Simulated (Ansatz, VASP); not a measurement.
## InP in two plane-wave programs

One calculation is typed for both programs; each brings its own data sets and cutoff. How far apart do they land? The cell is taken from a series of VASP runs on this material, whose earlier steps may have relaxed, scaled or displaced it; both programs get it as it stands.

Method: plane waves, with VASP 6.6.1 beside it; zone-centre phonons at r2SCAN and elastic constants at r2SCAN, in Ansatz 0.2.0.

## Step 1: Set-up

Symmetry: F-43m, No. 216, cubic system. Conventional cell: a = 5.904 Å, b = 5.904 Å, c = 5.904 Å, α = 90.00°, β = 90.00°, γ = 90.00°. In has 4 P at 2.56 Å nearest. P has 4 In at 2.56 Å nearest. Farther neighbours are not listed.

Structure file:

```xyz
2
Lattice="0.0000 2.9519 2.9519 2.9519 0.0000 2.9519 2.9519 2.9519 0.0000" Properties=species:S:1:pos:R:3 pbc="T T T"
In    0.0000    0.0000    0.0000
P     1.4759    1.4759    1.4759
```

## Step 2: VASP: zone-centre phonons, r2SCAN

Second derivatives magnify differences that forces hide, and they need a tight electronic threshold.

Lines of VASP's logs that name or quote its potential files are left out, and so is its time.

INCAR

```
SYSTEM = InP
PREC = Accurate
ENCUT = 400
EDIFF = 1E-08
NELM = 100
ISMEAR = 0
SIGMA = 0.05
LREAL = .FALSE.
ALGO = Normal
METAGGA = R2SCAN
LASPH = .TRUE.
NBANDS = 15
LORBIT = 11
LWAVE = .FALSE.
LCHARG = .FALSE.
KPAR = 2
IBRION = 6
NFREE = 2
POTIM = 0.015
ISIF = 2
NSW = 1
```

POSCAR

```
InP
1.0
    0.0000000000      2.9518881636      2.9518881636
    2.9518881636      0.0000000000      2.9518881636
    2.9518881636      2.9518881636      0.0000000000
In P
1 1
Direct
    0.0000000000      0.0000000000      0.0000000000
    0.2500000000      0.2500000000      0.2500000000
```

KPOINTS

```
Automatic mesh
0
Gamma
13 13 13
0 0 0
```

The projector-augmented-wave data sets are In_d and P (PBE family, release 64).

The run is started by

```
mpirun -np 2 vasp_std
```

Numbers of over 12 decimals in the logs are rounded to 6 here.

What it wrote:

```text
[banner, memory and clock lines left out]
running    2 mpi-ranks, on    1 nodes
 distrk:  each k-point on    1 cores,    2 groups
 distr:  one band on    1 cores,    1 groups

 POSCAR found type information on POSCAR InP
 POSCAR found :  2 types and       2 ions
|                                                                             |
|               ----> ADVICE to this user running VASP <----                  |
|                                                                             |
|     You enforced a specific xc type in the INCAR file but a different       |
|     [... a line on the potential file left out ...]
|     I HOPE YOU KNOW WHAT YOU ARE DOING!                                     |
|                                                                             |

 LDA part: xc-table for (None), standard interpolation
 POSCAR, INCAR and KPOINTS ok, starting setup
 FFT: planning ... GRIDC
 FFT: planning ... GRID_SOFT
 FFT: planning ... GRID
 WAVECAR not read
 entering main loop
       N       E                     dE             d eps       ncg     rms          rms(c)
DAV:   1     0.792725389187E+02    0.79273E+02   -0.74591E+03  2541   0.112E+03
DAV:   2    -0.290006523483E+02   -0.10827E+03   -0.10420E+03  2779   0.282E+02
DAV:   3    -0.357162961286E+02   -0.67156E+01   -0.66868E+01  3290   0.756E+01
DAV:   4    -0.358937817255E+02   -0.17749E+00   -0.17744E+00  3216   0.133E+01
DAV:   5    -0.359031477658E+02   -0.93660E-02   -0.93658E-02  3848   0.251E+00    0.726E+00
DAV:   6    -0.323026353945E+02    0.36005E+01   -0.16819E+00  3185   0.299E+01    0.386E+00
DAV:   7    -0.322870360022E+02    0.15599E-01   -0.26729E-01  3003   0.410E+00    0.242E+00
DAV:   8    -0.322962767823E+02   -0.92408E-02   -0.17374E-02  3388   0.125E+00    0.107E+00
DAV:   9    -0.322977437886E+02   -0.14670E-02   -0.23305E-03  3028   0.395E-01    0.120E-01
DAV:  10    -0.322977544372E+02   -0.10649E-04   -0.36030E-04  3452   0.210E-01    0.153E-01
DAV:  11    -0.322977872993E+02   -0.32862E-04   -0.39420E-05  3619   0.569E-02    0.842E-02
DAV:  12    -0.322977816808E+02    0.56185E-05   -0.42767E-05  3220   0.982E-02    0.614E-02
DAV:  13    -0.322977814019E+02    0.27884E-06   -0.24953E-06  3269   0.115E-02    0.347E-02
DAV:  14    -0.322977814625E+02   -0.60567E-07   -0.13057E-07  3385   0.579E-03    0.198E-02
DAV:  15    -0.322977816073E+02   -0.14484E-06   -0.47635E-07  3353   0.141E-02    0.129E-02
DAV:  16    -0.322977815621E+02    0.45238E-07   -0.41886E-08  3108   0.281E-03    0.727E-03
DAV:  17    -0.322977816137E+02   -0.51675E-07   -0.15055E-08  2247   0.118E-03    0.151E-03
DAV:  18    -0.322977816126E+02    0.11580E-08   -0.29479E-09  1603   0.626E-04
   1 F= -.32297782E+02 E0= -.32297782E+02  d E =-.407640E-14
[...]
2 F= -.32296911E+02 E0= -.32296911E+02  d E =-.142553E-12
[...]
3 F= -.32296909E+02 E0= -.32296909E+02  d E =-.142985E-12
[...]
4 F= -.32296898E+02 E0= -.32296898E+02  d E =-.142680E-12
 Finite differences progress:
  Degree of freedom:   2/  2
  Displacement:        1/  2
  Total:               3/  4
 bond charge predicted
       N       E                     dE             d eps       ncg     rms          rms(c)
DAV:   1    -0.322944912199E+02    0.24069E-02   -0.25226E-01 10290   0.216E+00    0.274E-01
DAV:   2    -0.322968517764E+02   -0.23606E-02   -0.19918E-02 13477   0.930E-01    0.836E-02
DAV:   3    -0.322968648286E+02   -0.13052E-04   -0.40035E-04 11989   0.182E-01    0.378E-02
DAV:   4    -0.322968949795E+02   -0.30151E-04   -0.10772E-04 13446   0.933E-02    0.168E-02
DAV:   5    -0.322968994842E+02   -0.45047E-05   -0.16543E-05 12125   0.291E-02    0.817E-03
DAV:   6    -0.322968996481E+02   -0.16384E-06   -0.10933E-06 16226   0.884E-03    0.651E-03
DAV:   7    -0.322968997236E+02   -0.75531E-07   -0.33977E-07 12560   0.474E-03    0.169E-03
DAV:   8    -0.322968997322E+02   -0.85993E-08   -0.69777E-08 14411   0.182E-03
   5 F= -.32296900E+02 E0= -.32296900E+02  d E =-.142709E-12
 Finite differences progress:
  Degree of freedom:   2/  2
  Displacement:        2/  2
  Total:               4/  4
```

OUTCAR, selected parts (step 2):

```text
ion  position               nearest neighbor table
   1  0.000  0.000  0.000-   2 2.56   2 2.56   2 2.56   2 2.56
   2  0.250  0.250  0.250-   1 2.56   1 2.56   1 2.56   1 2.56

  LATTYP: Found a face centered cubic cell.
 ALAT       =     5.9037763272

 Subroutine GETGRP returns: Found 24 space group operations
 (whereof 24 operations were pure point group operations)

The static configuration has the point symmetry T_d .

 Found     84 irreducible k-points:

   k-points           NKPTS =     84   k-points in BZ     NKDIM =     84   number of bands    NBANDS=     15

   dimension x,y,z NGX =    28 NGY =   28 NGZ =   28
   dimension x,y,z NGXF=    56 NGYF=   56 NGZF=   56

   ENCUT  =  400.0 eV  29.40 Ry    5.42 a.u.   6.81  6.81  6.81*2*pi/ulx,y,z

   NELECT =      18.0000    total number of electrons

 k-points in reciprocal lattice and weights: Automatic mesh
   0.00000000  0.00000000  0.00000000       0.000
   0.07692308  0.00000000  0.00000000       0.004
   0.15384615  0.00000000  0.00000000       0.004
   0.23076923  0.00000000  0.00000000       0.004
   0.30769231  0.00000000  0.00000000       0.004
   0.38461538  0.00000000  0.00000000       0.004
   0.46153846  0.00000000  0.00000000       0.004
   0.07692308  0.07692308  0.00000000       0.003
   0.15384615  0.07692308  0.00000000       0.011
[...]
-0.30769231  0.46153846  0.15384615       0.011
  -0.30769231  0.46153846  0.23076923       0.011

 average (electrostatic) potential at core
       1-101.4411       2 -85.9603

 E-fermi :   5.0156

 k-point     1 :       0.0000    0.0000    0.0000
  band No.  band energies     occupation
    ...
      5      -9.6725      2.00000
      6      -7.0750      2.00000
      7       4.7444      2.00000
      8       4.7738      2.00000
      9       4.8016      2.00000
     10       5.8149      0.00000
     11       9.1975      0.00000
     12       9.2138      0.00000
     13       9.2319      0.00000
     14      13.7850      0.00000
    ...

 k-point     2 :       0.0769    0.0000    0.0000
  band No.  band energies     occupation
    ...
      5      -9.6725      2.00000
      6      -7.0052      2.00000
      7       3.9912      2.00000
      8       4.6880      2.00000
      9       4.7262      2.00000
     10       6.3700      0.00000
     11       9.2424      0.00000
     12       9.3134      0.00000
     13       9.3409      0.00000
     14      14.1514      0.00000
    ...

 k-point     3 :       0.1538    0.0000    0.0000
  band No.  band energies     occupation
    ...
      5      -9.6721      2.00000
      6      -6.8013      2.00000
      7       2.8052      2.00000
      8       4.4949      2.00000
      9       4.5357      2.00000
     10       6.8549      0.00000
     11       9.5225      0.00000
     12       9.5902      0.00000
     13       9.6292      0.00000
     14      13.8672      0.00000
    ...

  Total        0.0036597      0.0061512      0.0061512      0.0000000      0.1139600      0.0000000
  in kB        0.1139782      0.1915750      0.1915750      0.0000000      3.5492225      0.0000000
  external PRESSURE =       0.1657094 kB  Pullay stress =       0.0000000 kB

  energy-cutoff  :      400.00
  volume of cell :       51.44
      direct lattice vectors                 reciprocal lattice vectors
     0.000000000  2.951888164  2.951888164    -0.169383111  0.169383111  0.169383111
     2.951888164  0.000000000  2.951888164     0.169383111 -0.169383111  0.169383111
     2.951888164  2.951888164  0.000000000     0.169383111  0.169383111 -0.169383111

 POSITION                                       TOTAL-FORCE (eV/Angst)
 -----------------------------------------------------------------------------------
      0.00000      0.00000      0.00000        -0.117570      0.000000      0.000000
      1.46094      1.47594      1.47594         0.117570     -0.000000     -0.000000
 -----------------------------------------------------------------------------------
    total drift:                                0.000102      0.000000      0.000000

  FREE ENERGIE OF THE ION-ELECTRON SYSTEM (eV)
  ---------------------------------------------------
  free  energy   TOTEN  =       -32.2968997322 eV

  energy  without entropy=      -32.2968997322  energy(sigma->0) =      -32.29689973

 Eigenvectors and eigenvalues of the dynamical matrix
 ----------------------------------------------------

   1 f  =    8.857462 THz    55.653074 2PiTHz  295.453125 cm-1    36.631502 meV
             X         Y         Z           dx          dy          dz
      0.000000  0.000000  0.000000    -0.459751    0.000000    0.000000
      1.475944  1.475944  1.475944     0.888048    0.000000    0.000000

   2 f  =    8.857462 THz    55.653074 2PiTHz  295.453125 cm-1    36.631502 meV
             X         Y         Z           dx          dy          dz
      0.000000  0.000000  0.000000     0.000000   -0.459751    0.000000
      1.475944  1.475944  1.475944     0.000000    0.888048    0.000000

   3 f  =    8.857462 THz    55.653074 2PiTHz  295.453125 cm-1    36.631502 meV
             X         Y         Z           dx          dy          dz
      0.000000  0.000000  0.000000     0.000000    0.000000   -0.459751
      1.475944  1.475944  1.475944     0.000000    0.000000    0.888048

   4 f/i=    0.011701 THz     0.073520 2PiTHz    0.390306 cm-1     0.048392 meV
             X         Y         Z           dx          dy          dz
      0.000000  0.000000  0.000000    -0.888048    0.000000    0.000000
      1.475944  1.475944  1.475944    -0.459751    0.000000    0.000000

   5 f/i=    0.011701 THz     0.073520 2PiTHz    0.390306 cm-1     0.048392 meV
             X         Y         Z           dx          dy          dz
      0.000000  0.000000  0.000000     0.000000    0.888048    0.000000
      1.475944  1.475944  1.475944     0.000000    0.459751    0.000000

   6 f/i=    0.011701 THz     0.073520 2PiTHz    0.390306 cm-1     0.048392 meV
             X         Y         Z           dx          dy          dz
      0.000000  0.000000  0.000000     0.000000    0.000000    0.888048
      1.475944  1.475944  1.475944     0.000000    0.000000    0.459751

 ELASTIC MODULI CONTR FROM IONIC RELAXATION (kBar)
 Direction    XX          YY          ZZ          XY          YZ          ZX
 --------------------------------------------------------------------------------
 XX          -0.0000     -0.0000     -0.0000     -0.0000     -0.0000      0.0000
 YY          -0.0000     -0.0000     -0.0000     -0.0000     -0.0000     -0.0000
 ZZ          -0.0000     -0.0000     -0.0000     -0.0000     -0.0000      0.0000
 XY          -0.0000     -0.0000     -0.0000   -231.2517      0.0000      0.0000
 YZ          -0.0000     -0.0000     -0.0000      0.0000   -231.2517      0.0000
 ZX           0.0000     -0.0000      0.0000      0.0000      0.0000   -231.2517
 --------------------------------------------------------------------------------

 total charge
# of ion       s       p       d       tot
------------------------------------------
    1        0.817   0.780   9.900  11.497
    2        1.019   1.505   0.000   2.524
--------------------------------------------------
tot          1.836   2.285   9.900  14.020

[... 3 further parts left out ...]
```

CONTCAR:

```
InP
   1.00000000000000
     0.0000000000000000    2.9518881636000001    2.9518881636000001
     2.9518881636000001    0.0000000000000000    2.9518881636000001
     2.9518881636000001    2.9518881636000001    0.0000000000000000
  In              P
     1     1
Direct
     0.0000000000000000    0.0000000000000000    0.0000000000000000
     0.2525407466625881    0.2474592533374119    0.2474592533374119
```

The last energy, forces, stress and levels in OUTCAR belong to the last displaced cell, not to the cell of POSCAR.

## Step 3: Ansatz: zone-centre phonons, r2SCAN

Ansatz runs on its default PAW (the set named soft_2) files.

The same cell, functional, mesh and smearing now go to Ansatz, which takes its cutoff from its data sets.

input.yaml

```yaml
crystal:
  lattice:
    - [0.0, 2.9518881636, 2.9518881636]
    - [2.9518881636, 0.0, 2.9518881636]
    - [2.9518881636, 2.9518881636, 0.0]
  atoms:
    - { symbol: In, position: [0.0, 0.0, 0.0] }
    - { symbol: P, position: [0.25, 0.25, 0.25] }
hamiltonian:
  xc: r2scan
  pseudopotentials: { kind: paw }
kpoints:
  mp_grid: { grid: [13, 13, 13] }
scf:
  occupations: { method: gaussian, width: 0.05 }
phonons:
  method: dfpt
  qpoints: [[0, 0, 0]]
```

The run is started by

```
ansatz run input.yaml --threads 4 --pin off --max-ram 9216MiB --backend cpu --events-out ev --progress --plain --runs-dir out
```

What it wrote:

```text
Engine: ansatz 0.2.0, aarch64-unknown-linux-gnu
Pseudopotentials: kind: paw
Pseudopotential: In, paw, valence charge 13, recommended cutoff 500 eV (meta_gga), In.paw.azcp
Pseudopotential: P, paw, valence charge 5, recommended cutoff 500 eV (meta_gga), P.paw.azcp
Functional definition: r2SCAN
  parameter k0 = 0.174
  parameter k1 = 0.065
  parameter a1 = 4.9479
  exchange = r2scan_x(k0 = k0, k1 = k1, a1 = a1)
  correlation = r2scan_c
Crystal: 2 atoms, lattice volume = 51.443 Å³
Basis set: ecut = 500 eV, 1291 PW (Γ), exchange–correlation on 160×160×160 points (125 copies of the dense FFT grid, shifted against one another)
Bands: 13, of which v1, the nominal top of the filled ones, is band 9 counted from 1 (8 counted from 0)
Symmetry: 24 space group operations
k-points: 343 of 2197 (irreducible under 4 space group operations, time reversal used)
Non-local potential: In, projectors of the file, l = 0: 2, l = 1: 2, l = 2: 2, l = 3: 2
Non-local potential: P, projectors of the file, l = 0: 2, l = 1: 2, l = 2: 2
PAW form: soft (Blöchl's): semilocal exchange-correlation on the pseudo side does not see the compensation charge
PAW frozen core: In, regenerated for the run's functional (the file was generated under x = pbe(κ = 0.804, μ = 0.219515), c = pbe(β = 0.066725))
PAW frozen core: P, regenerated for the run's functional (the file was generated under x = pbe(κ = 0.804, μ = 0.219515), c = pbe(β = 0.066725))
PAW one-centre angular grid: In, 590 points (default); XC on 289 of its mesh's 2783 points in the sphere
PAW one-centre angular grid: P, 302 points (default); XC on 160 Gauss nodes
Initial density: superposition of atomic densities (neutral atoms: chi_scale 0, normalization atom), corrected by the library's trained network
Initial wavefunctions: pseudopotential atomic-orbital guess
Functional: x = r2scan, c = r2scan; τ floored in thin density (d = 2e-4 eV/Å³)
SCF iter   1: F=—  HF=-6371.732977 eV  |F-HF|=—  |Δ(HF+E_count)|=         —  Δρ=6.84e-3  dr2=1.87e-2  dr2_τ=1.03e-2  ethr=1.77e-3  ⟨swp⟩=6.1  Hψ=30588  notcnv=0
preconditioner: auto → none  [insulator: Δε(μ)=0.978 eV  Ē_g=15.472 eV  σ=0.050 eV  W_gap=1.00  n_scr=14 (ndim 8)  ℏωp=22.0 eV  f_vac=0.023  D(μ)=0.00/eV (n_scr^D=0)  ε∞_Penn≈3.0]
SCF iter   2: F=—  HF=-6371.739563 eV  |F-HF|=—  |Δ(HF+E_count)|=   6.59e-3  Δρ=1.81e-3  dr2=2.01e-3  dr2_τ=1.17e-4  ethr=1.04e-4  ⟨swp⟩=2.3  Hψ=11787  notcnv=0
SCF iter   3: F=—  HF=-6371.739533 eV  |F-HF|=—  |Δ(HF+E_count)|=   3.02e-5  Δρ=1.08e-3  dr2=3.63e-4  dr2_τ=1.08e-5  ethr=1.12e-5  ⟨swp⟩=3.0  Hψ=7631  notcnv=0
SCF iter   4: F=—  HF=-6371.739626 eV  |F-HF|=—  |Δ(HF+E_count)|=   9.32e-5  Δρ=4.00e-4  dr2=5.00e-5  dr2_τ=9.09e-7  ethr=2.01e-6  ⟨swp⟩=1.8  Hψ=5160  notcnv=0
SCF iter   5: F=—  HF=-6371.739633 eV  |F-HF|=—  |Δ(HF+E_count)|=   6.74e-6  Δρ=6.36e-5  dr2=1.23e-6  dr2_τ=3.27e-8  ethr=2.78e-7  ⟨swp⟩=2.2  Hψ=7319  notcnv=0
SCF iter   6: F=—  HF=-6371.739634 eV  |F-HF|=—  |Δ(HF+E_count)|=   8.01e-7  Δρ=1.02e-5  dr2=3.47e-8  dr2_τ=1.21e-9  ethr=6.81e-9  ⟨swp⟩=2.9  Hψ=7546  notcnv=0
SCF iter   7: F=—  HF=-6371.739634 eV  |F-HF|=—  |Δ(HF+E_count)|=   1.90e-8  Δρ=1.28e-6  dr2=1.00e-9  dr2_τ=8.54e-11  ethr=1.93e-10  ⟨swp⟩=2.9  Hψ=7926  notcnv=0
SCF iter   8: F=—  HF=-6371.739634 eV  |F-HF|=—  |Δ(HF+E_count)|=  2.12e-10  Δρ=2.42e-7  dr2=4.26e-11  dr2_τ=1.27e-12  ethr=5.57e-12  ⟨swp⟩=3.0  Hψ=8318  notcnv=0
SCF iter   9: F=-6371.739634 eV  HF=-6371.739634 eV  |F-HF|=9.09e-13  |Δ(HF+E_count)|=  1.00e-11  Δρ=2.24e-8  dr2=4.18e-13  dr2_τ=9.74e-15  ethr=1.00e-12  ⟨swp⟩=7.6  Hψ=24987  notcnv=0
SCF 1 converged in 9 iterations: F = -6371.739634 eV  dr2 = 4.18e-13
  greatest PAW one-centre occupation: 0.981 electrons in one spin orbital (limit 2), on the In atom at site 0 (counted from 0), in its partial waves of l = 2
DFPT response loops at Γ: preconditioner auto → none (the input reference at scf.mixing.eps_inf says where Resta's filter doesn't serve); β = 0.50; Broyden in place of MSR1
SCF converged after 9 iterations
Free energy (F): -6371.739634 eV
Harris-Foulkes:  -6371.739634 eV  (|F-HF|=9.09e-13)
Internal energy: -6371.739634 eV  (E = F + TS)
E sigma→0 (E₀):  -6371.739634 eV
Fermi energy:    7.062054 eV
--- Per-component energies (eV) ---
  E_band       = -65.711221
  E_kinetic    = 312.704707
  E_local      = -1412.822814  (includes V_loc(G=0)·N_el)
  E_nonlocal   = 401.514777
  E_hartree    = 558.008654
  E_xc         = -258.782733
  E_vxc        = -170.935515  (∫ρ·V_xc dr)
  E_paw        = -4761.373398  (= ΣΔE_a)
  E_vpaw       = -322.403530  (= ΣTr[D̂ρ^β])
  E_aug_tail   = 0.000008  (compensation charges beyond the density's cutoff)
  E_vtau       = 10.213835  (kinetic-family band-sum trace: ∫τ·v_τ [+ j·A + Jᵃ·Aᵃ] dr)
  E_ewald      = -1211.863538
  E_core_change = 0.874704  (= ΣΔE_core)
  E_smearing   = -0.000000  (= −TS)
  E_closure    = 0.000000  (closes the sum)
  Σ components = -6371.739634   (vs F -6371.739634, Δ=0.00e0)
--- Band table (eV; the first three rows and the last of 343) ---
  k-point 0: bands = [... 5 lower, -5.3053, 6.5418, 6.5418, 6.5418, 7.5797, 10.9687, 10.9687, 10.9687]
  k-point 1: bands = [... 5 lower, -5.2358, 5.7761, 6.4669, 6.4669, 8.1348, 10.9906, 11.0847, 11.0847]
  k-point 2: bands = [... 5 lower, -5.0329, 4.5908, 6.2771, 6.2771, 8.6115, 11.2805, 11.3623, 11.3623]
  k-point 342: bands = [... 5 lower, -3.4899, 1.5070, 3.5507, 5.1695, 10.0898, 11.7336, 11.9960, 13.7525]
--- Phonons (Γ-DFPT): 2 representative perturbations + reference, on 343 of 2197 k-points (Σ response iterations 12) ---
  k mesh reduced under 4 symmetry operations, with k and −k counted as one. Each operation leaves every solved perturbation unchanged. A smaller set is not considered because the functional reads the kinetic-energy density
  ASR residual: 7.019e-5 → 0.000e0 eV/Å²; symmetrization residual: 1.876e-5 eV/Å²
  ASR residual per site (eV/Å²): 3.12e-5 7.02e-5
  Γ frequencies (cm⁻¹): 0.00 0.00 0.00 296.58 296.58 296.58
  non-analytic LO–TO correction: not included (Born effective charges unavailable; polar crystals: no LO–TO splitting at Γ)
--- Phonons (arbitrary-q DFPT): 1 explicit q-point ---
  q = [0, 0, 0] (of the zone-centre solve; hermiticity 4.75e-6, symmetrization 1.90e-13): -0.00 -0.00 0.00 296.58 296.58 296.58
  sum rule: each row above includes the acoustic sum rule's correction from the zone centre's row sums; it moved no ω² by more than (0.78 cm⁻¹)²
```

It took 64 s on 4 threads of Arm Neoverse V1, shared host; peak memory 1.9 GiB.

Reading the cycles: dr2 is the Hartree energy of the density residual (eV), the measure of convergence; HF is the Harris–Foulkes estimate of the energy, which meets the free energy F at convergence.

## Step 4: Comparison

Known differences besides the potentials themselves: VASP keeps PBE cores, Ansatz makes them for the functional; the cutoff is 500 eV in Ansatz and 400 eV in VASP; VASP uses finite displacements, Ansatz perturbation theory. Total energies have different zeros and are not compared.

The two programs side by side:

| quantity | Ansatz | VASP | difference |
| --- | --- | --- | --- |
| optical mode 1 to 3 (cm⁻¹) | 296.6 | 295.5 | +0.38 % |

Modes are paired by rising frequency and degeneracy, not by their patterns, so a pair may still set unlike modes beside each other.

## Step 5: What the set-up changes

Further runs change the set-up of one program: Ansatz's method, potentials or start, or VASP's data sets, cutoff or form of LDA. The table gives Ansatz less VASP for each quantity, since a change that brings one quantity closer may part another.

| run | optical mode 1 to 3 (%) |
| --- | --- |
| as above | 0.38 |
| Ansatz's all-electron LAPW method | 0.33 |

[end of part 1 of 2]

[Lines on the potential files, build, host, timing and source positions are cut from VASP's logs without a mark.]

[Logs are printed without paths, hosts, clocks, repeated set-up lines and the standing remarks that a program may print on its own settings, such as how far it seeks lower states.]

[Hosts, paths, dates, database ids (printed as entryN), source tags and the programs' standing remarks are cut or masked in the printed files.]
